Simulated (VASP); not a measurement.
# BP: optical spectrum

Wanted: where BP absorbs light, and how strongly it screens. The cell is of the zinc-blende type, one of the forms listed for this formula. The start is a cell from a database of measured crystal structures.

Method: PBE; plane waves and PAW (P, B), in the first sound run; inputs show where later runs differ, in VASP 6.6.1.

### 1. Starting point

The structure is cubic, space group F-43m (No. 216). Conventional cell: a = 4.538 Å, b = 4.538 Å, c = 4.538 Å, α = 90.00°, β = 90.00°, γ = 90.00°. Nearest to P lie 4 B at 1.97 Å. B has 4 P at 1.97 Å nearest. Farther neighbours are not listed.

Structure file:

```xyz
2
Lattice="0.0000 2.2690 2.2690 2.2690 0.0000 2.2690 2.2690 2.2690 0.0000" Properties=species:S:1:pos:R:3 pbc="T T T"
P     3.4035    3.4035    3.4035
B     0.0000    0.0000    0.0000
```

### 2. Ground state

The ground state comes first.

INCAR

```
SYSTEM = BP
PREC = Accurate
ENCUT = 420
EDIFF = 1E-07
NELM = 100
ISMEAR = 0
SIGMA = 0.05
LREAL = .FALSE.
ALGO = Normal
GGA = PE
NBANDS = 10
LORBIT = 11
LWAVE = .FALSE.
LCHARG = .FALSE.
KPAR = 4
```

POSCAR

```
BP
1.0
    0.0000000000      2.2690000000      2.2690000000
    2.2690000000      0.0000000000      2.2690000000
    2.2690000000      2.2690000000      0.0000000000
P B
1 1
Direct
    0.7500000000      0.7500000000      0.7500000000
    0.0000000000      0.0000000000      0.0000000000
```

KPOINTS

```
Automatic mesh
0
Gamma
8 8 8
0 0 0
```

PAW data sets: P and B (PBE family, release 64).

Started as:

```sh
mpirun -np 4 vasp_std
```

What it wrote:

```text
[banner, memory and clock lines left out]
running    4 mpi-ranks, on    1 nodes
 distrk:  each k-point on    1 cores,    4 groups
 distr:  one band on    1 cores,    1 groups

 POSCAR found type information on POSCAR P B
 POSCAR found :  2 types and       2 ions
 LDA part: xc-table for (Slater+PW92), standard interpolation
 POSCAR, INCAR and KPOINTS ok, starting setup
 FFT: planning ... GRIDC
 FFT: planning ... GRID_SOFT
 FFT: planning ... GRID
 WAVECAR not read
 entering main loop
       N       E                     dE             d eps       ncg     rms          rms(c)
DAV:   1     0.655862419405E+01    0.65586E+01   -0.35875E+03   588   0.609E+02
DAV:   2    -0.132091013758E+02   -0.19768E+02   -0.19168E+02   818   0.101E+02
DAV:   3    -0.136345186168E+02   -0.42542E+00   -0.42479E+00   706   0.140E+01
DAV:   4    -0.136362873110E+02   -0.17687E-02   -0.17685E-02   712   0.106E+00
DAV:   5    -0.136362970386E+02   -0.97276E-05   -0.97272E-05   680   0.719E-02    0.721E+00
DAV:   6    -0.130263208284E+02    0.60998E+00   -0.14483E+00   652   0.557E+00    0.390E+00
DAV:   7    -0.129355510953E+02    0.90770E-01   -0.23950E-01   740   0.260E+00    0.132E+00
DAV:   8    -0.129276106407E+02    0.79405E-02   -0.28360E-02   666   0.985E-01    0.206E-01
DAV:   9    -0.129279248785E+02   -0.31424E-03   -0.65501E-04   666   0.186E-01    0.123E-01
DAV:  10    -0.129281247635E+02   -0.19989E-03   -0.28542E-04   690   0.110E-01    0.289E-02
DAV:  11    -0.129281344792E+02   -0.97157E-05   -0.10626E-05   760   0.231E-02    0.315E-02
DAV:  12    -0.129281354275E+02   -0.94828E-06   -0.37415E-06   684   0.105E-02    0.768E-03
DAV:  13    -0.129281353929E+02    0.34586E-07   -0.71342E-08   486   0.201E-03
   1 F= -.12928135E+02 E0= -.12928135E+02  d E =-.283569E-19
```

Elapsed: 3.4 s, on 4 MPI ranks of AMD EPYC 7R43, shared host; peak memory 0.38 GiB; 11 s of CPU time.

Lines that name or quote the potential files are left out of all logs, and their timing lines are given in words.

Parts of OUTCAR (step 2):

```text
ion  position               nearest neighbor table
   1  0.750  0.750  0.750-   2 1.97   2 1.97   2 1.97   2 1.97
   2  0.000  0.000  0.000-   1 1.97   1 1.97   1 1.97   1 1.97

  LATTYP: Found a face centered cubic cell.
 ALAT       =     4.5380000000

 Subroutine GETGRP returns: Found 24 space group operations
 (whereof 24 operations were pure point group operations)

The static configuration has the point symmetry T_d .

 Found     29 irreducible k-points:

   k-points           NKPTS =     29   k-points in BZ     NKDIM =     29   number of bands    NBANDS=     10

   dimension x,y,z NGX =    24 NGY =   24 NGZ =   24
   dimension x,y,z NGXF=    48 NGYF=   48 NGZF=   48

   ENCUT  =  420.0 eV  30.87 Ry    5.56 a.u.   5.36  5.36  5.36*2*pi/ulx,y,z

   NELECT =       8.0000    total number of electrons

 k-points in reciprocal lattice and weights: Automatic mesh
   0.00000000  0.00000000  0.00000000       0.002
   0.12500000  0.00000000  0.00000000       0.016
   0.25000000  0.00000000  0.00000000       0.016
   0.37500000  0.00000000  0.00000000       0.016
   0.50000000  0.00000000  0.00000000       0.008
   0.12500000  0.12500000  0.00000000       0.012
   0.25000000  0.12500000  0.00000000       0.047
   0.37500000  0.12500000  0.00000000       0.047
   0.50000000  0.12500000  0.00000000       0.047
[...]
-0.37500000  0.50000000  0.12500000       0.023
  -0.25000000  0.50000000  0.25000000       0.012

 average (electrostatic) potential at core
       1 -81.2773       2 -24.7899

 E-fermi :   7.7353

 k-point     1 :       0.0000    0.0000    0.0000
  band No.  band energies     occupation
      1      -8.0268      2.00000
      2       7.4340      2.00000
      3       7.4340      2.00000
      4       7.4340      2.00000
      5      10.8342      0.00000
      6      10.8342      0.00000
      7      10.8342      0.00000
      8      14.8084      0.00000
      9      18.9467      0.00000
    ...

 k-point     2 :       0.1250    0.0000    0.0000
  band No.  band energies     occupation
      1      -7.7458      2.00000
      2       5.5792      2.00000
      3       7.0058      2.00000
      4       7.0058      2.00000
      5      11.3689      0.00000
      6      11.4264      0.00000
      7      11.4264      0.00000
      8      15.5957      0.00000
      9      18.6551      0.00000
    ...

 k-point     3 :       0.2500    0.0000    0.0000
  band No.  band energies     occupation
      1      -6.9213      2.00000
      2       2.5875      2.00000
      3       6.3167      2.00000
      4       6.3167      2.00000
      5      11.4360      0.00000
      6      12.1969      0.00000
      7      12.1969      0.00000
      8      17.0440      0.00000
      9      18.3971      0.00000
    ...

  Total        0.1392577      0.1392577      0.1392577      0.0000000      0.0000000      0.0000000
  in kB        9.5498471      9.5498471      9.5498471      0.0000000      0.0000000      0.0000000
  external PRESSURE =       9.5498471 kB  Pullay stress =       0.0000000 kB

  energy-cutoff  :      420.00
  volume of cell :       23.36
      direct lattice vectors                 reciprocal lattice vectors
     0.000000000  2.269000000  2.269000000    -0.220361393  0.220361393  0.220361393
     2.269000000  0.000000000  2.269000000     0.220361393 -0.220361393  0.220361393
     2.269000000  2.269000000  0.000000000     0.220361393  0.220361393 -0.220361393

 POSITION                                       TOTAL-FORCE (eV/Angst)
 -----------------------------------------------------------------------------------
      3.40350      3.40350      3.40350        -0.000000     -0.000000     -0.000000
      0.00000      0.00000      0.00000         0.000000      0.000000      0.000000
 -----------------------------------------------------------------------------------
    total drift:                               -0.000000     -0.000000     -0.000000

  FREE ENERGIE OF THE ION-ELECTRON SYSTEM (eV)
  ---------------------------------------------------
  free  energy   TOTEN  =       -12.9281353929 eV

  energy  without entropy=      -12.9281353929  energy(sigma->0) =      -12.92813539

 total charge
# of ion       s       p       d       tot
------------------------------------------
    1        0.992   1.577   0.000   2.569
    2        0.668   1.274   0.000   1.941
--------------------------------------------------
tot          1.660   2.851   0.000   4.511

[... 3 further parts left out ...]
```

The gap is read on the k-mesh alone, so it is an upper bound where the band edges lie off the mesh.

Numbers from this step:

```
free energy (TOTEN)            : -12.93 eV
Fermi energy                   : 7.735 eV
pressure                       : 0.9550 GPa
gap on the k-mesh              : 1.269 eV
least direct gap on the k-mesh : 3.400 eV
```

The cell has a gap of 1.27 eV on this mesh.

### 3. Spectrum

LOPTICS sums the direct transitions; the mesh is finer and NBANDS larger than for the ground state.

Changes to INCAR since step 2:

```diff
@@ -10,4 +10,3 @@
 GGA = PE
-NBANDS = 10
-LORBIT = 11
+NBANDS = 16
 LWAVE = .FALSE.
@@ -15 +14,4 @@
 KPAR = 4
+LOPTICS = .TRUE.
+NEDOS = 2000
+CSHIFT = 0.15
```

POSCAR is that of step 2.

KPOINTS

```
Automatic mesh
0
Gamma
13 13 13
0 0 0
```

Started as:

```sh
mpirun -np 4 vasp_std
```

What it wrote:

```text
[... set-up lines as in an earlier step ...]
 entering main loop
       N       E                     dE             d eps       ncg     rms          rms(c)
DAV:   1     0.638488439010E+01    0.63849E+01   -0.32023E+03  2696   0.378E+02
DAV:   2    -0.132315503865E+02   -0.19616E+02   -0.18919E+02  3696   0.848E+01
DAV:   3    -0.136367602901E+02   -0.40521E+00   -0.40484E+00  3216   0.983E+00
DAV:   4    -0.136375970729E+02   -0.83678E-03   -0.83677E-03  3520   0.553E-01
DAV:   5    -0.136375994877E+02   -0.24148E-05   -0.24148E-05  3264   0.284E-02    0.721E+00
DAV:   6    -0.130290764836E+02    0.60852E+00   -0.12094E+00  3480   0.348E+00    0.377E+00
DAV:   7    -0.129373138436E+02    0.91763E-01   -0.19594E-01  3456   0.163E+00    0.139E+00
DAV:   8    -0.129298118647E+02    0.75020E-02   -0.20301E-02  3496   0.634E-01    0.186E-01
DAV:   9    -0.129302283631E+02   -0.41650E-03   -0.77030E-04  3032   0.136E-01    0.909E-02
DAV:  10    -0.129303070746E+02   -0.78711E-04   -0.12811E-04  3400   0.546E-02    0.265E-02
DAV:  11    -0.129303067519E+02    0.32266E-06   -0.22933E-06  3112   0.736E-03    0.983E-03
DAV:  12    -0.129303094123E+02   -0.26604E-05   -0.26793E-06  3112   0.798E-03    0.370E-03
DAV:  13    -0.129303093173E+02    0.95012E-07   -0.25403E-08  3032   0.806E-04
   1 F= -.12930309E+02 E0= -.12930309E+02  d E =-.724476E-11
 optical routines
 imaginary and real dielectric function
 recalculating local potential from charge density
 direction            1
 direction            2
 direction            3
```

The job ended after 9.4 s (4 MPI ranks; peak memory 0.5 GiB; 36 s of CPU time).

OUTCAR, selected parts (step 3):

```text
The static configuration has the point symmetry T_d .

 Found     84 irreducible k-points:

   k-points           NKPTS =     84   k-points in BZ     NKDIM =     84   number of bands    NBANDS=     16

   NELECT =       8.0000    total number of electrons

 E-fermi :   7.6298

 k-point     1 :       0.0000    0.0000    0.0000
  band No.  band energies     occupation
      1      -8.0275      2.00000
      2       7.4330      2.00000
      3       7.4330      2.00000
      4       7.4330      2.00000
      5      10.8336      0.00000
      6      10.8336      0.00000
      7      10.8336      0.00000
      8      14.8074      0.00000
      9      18.9459      0.00000
    ...

 k-point     2 :       0.0769    0.0000    0.0000
  band No.  band energies     occupation
      1      -7.9208      2.00000
      2       6.5954      2.00000
      3       7.2480      2.00000
      4       7.2480      2.00000
      5      11.0894      0.00000
      6      11.0894      0.00000
      7      11.1517      0.00000
      8      15.1219      0.00000
      9      19.0979      0.00000
    ...

  Total        0.1366773      0.1366773      0.1366773     -0.0000000      0.0000000     -0.0000000
  in kB        9.3728865      9.3728865      9.3728865     -0.0000000      0.0000000     -0.0000000
  external PRESSURE =       9.3728865 kB  Pullay stress =       0.0000000 kB

  FREE ENERGIE OF THE ION-ELECTRON SYSTEM (eV)
  ---------------------------------------------------
  free  energy   TOTEN  =       -12.9303093173 eV

  energy  without entropy=      -12.9303093173  energy(sigma->0) =      -12.93030932

 plasma frequency squared (from intraband transitions) (eV^2)
  --------------------------------------------------------------------------------------
       0.000       0.000      -0.000
       0.000       0.000       0.000
      -0.000       0.000       0.000

[... 7 parts as in an earlier step ...]

[... 6 further parts left out ...]
```

These are independent-particle spectra without excitons or local fields, and fine structure depends on the mesh and on CSHIFT.

This step gave:

- Fermi energy: 7.630 eV
- pressure: 0.9373 GPa
- gap on the k-mesh: 1.255 eV
- least direct gap on the k-mesh: 3.401 eV

The imaginary dielectric function, xx has structure finer than the step of the table below, so its rows give means over 1 eV, whole bins alone (the curve runs from 0 to 25.0 eV). Peaks (eV: height): 5.7: 32.8, 6.6: 25.8.

Absorption under the direct gap is the tail of the CSHIFT broadening, and fine structure depends on the mesh. The imaginary dielectric function, xx by photon energy; means over each step:

```csv
photon energy (eV),"imaginary dielectric function, xx"
1,0.0828
2,0.218
3,0.845
4,5.05
5,13.5
6,24.9
7,16.0
8,5.87
9,5.94
10,3.14
11,2.12
12,2.07
13,1.24
14,1.05
15,0.798
16,0.622
17,0.518
18,0.385
19,0.344
20,0.287
21,0.250
22,0.170
23,0.145
24,0.109
```

Real dielectric function, xx against photon energy:

```csv
photon energy (eV),"real dielectric function, xx"
0,9.52
1,9.78
2,10.7
3,13.1
4,15.4
5,19.0
6,-2.99
7,-9.60
8,-5.38
9,-4.81
10,-4.65
11,-2.47
12,-2.45
13,-1.97
14,-1.46
15,-1.27
16,-0.989
17,-0.726
18,-0.556
19,-0.357
20,-0.233
21,-0.152
22,-0.00548
23,0.0559
24,0.162
```

(Part 1 of 3 ends here.)

[Lines on the potential files, build, host, timing and source positions are cut from VASP's logs without a mark.]

[Logs are printed without paths, hosts, clocks, repeated set-up lines and the standing remarks that a program may print on its own settings, such as how far it seeks lower states.]

[Hosts, paths, dates, database ids (printed as entryN), source tags and the programs' standing remarks are cut or masked in the printed files.]
